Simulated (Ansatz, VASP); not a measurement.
## One calculation of Be, two programs

The input INCAR:

```
SYSTEM = Be
ALGO     = Normal         ! electronic algorithm
EDIFF    = 1E-6           ! SCF threshold, eV
ENCUT    = 520            ! plane-wave cutoff, eV
GGA      = RE             ! functional
ISIF     = 2              ! what is computed and relaxed
ISMEAR   = -1             ! smearing method
LASPH    = .TRUE.         ! aspherical terms in the spheres
LCHARG   = .FALSE.        ! write CHGCAR
LREAL    = .FALSE.        ! projectors in reciprocal space
LWAVE    = .FALSE.        ! write WAVECAR
NBANDS   = 9              ! bands
NELM     = 100            ! most SCF steps
PREC     = Accurate       ! precision mode
SIGMA    = 0.1            ! smearing width, eV
```

The input KPOINTS:

```
k-points
0
G
  26 26 14
  0 0 0
```

POSCAR

```
Be
1.0
    2.3705451580      0.0000000000      0.0000000000
   -1.1852725790      2.0529523276      0.0000000000
    0.0000000000      0.0000000000      3.7208819576
Be
2
Direct
    0.3333333333      0.6666666667      0.2500000000
    0.6666666667      0.3333333333      0.7500000000
```

Input for Ansatz:

```yaml
crystal:
  lattice:
    - [2.370545158, 0.0, 0.0]
    - [-1.185272579, 2.0529523276, 0.0]
    - [0.0, 0.0, 3.7208819576]
  atoms:
    - { symbol: Be, position: [0.3333333333, 0.6666666667, 0.25] }
    - { symbol: Be, position: [0.6666666667, 0.3333333333, 0.75] }
hamiltonian:
  xc: revpbe
  pseudopotentials:
    kind: paw
    azcp:
      Be: "pseudopotentials/Be.paw.azcp"
basis:
  ecutwfc: 420
  fft_grid_basis: typed
kpoints:
  mp_grid: { grid: [26, 26, 14], shift: [0, 0, 0] }
magnetization:
  spin_polarized: false
scf:
  occupations: { method: fermi_dirac, width: 0.1 }
output:
  stress: true
```

Alike in both runs: task single point; functional revPBE; k mesh 26 × 26 × 14; occupations fermi-dirac, width 0.1 eV; no spin polarisation.

|  | VASP | Ansatz |
| --- | --- | --- |
| version | VASP 6.6.1 | Ansatz 0.2.0 |
| potentials or method | VASP PAW PBE potentials, release 64 (Be) | plane waves (420 eV) with PAW, scalar-relativistic |
| plane-wave cutoff (eV) | 520 | 420 |
| valence electrons in the cell | 4 | 4 |

VASP gave:

```
pressure (GPa)                                  : -11.1
largest component of the traceless stress (GPa) : 0.43
```

Task: Estimate Ansatz's values.

Result: Pressure (GPa): -11.2; largest component of the traceless stress (GPa): 0.45.

With one functional, cell and mesh, what is left measures potentials, basis and numerics.

Caveats: the PAW data sets were made with another functional, which shifts forces and pressure a little (VASP).
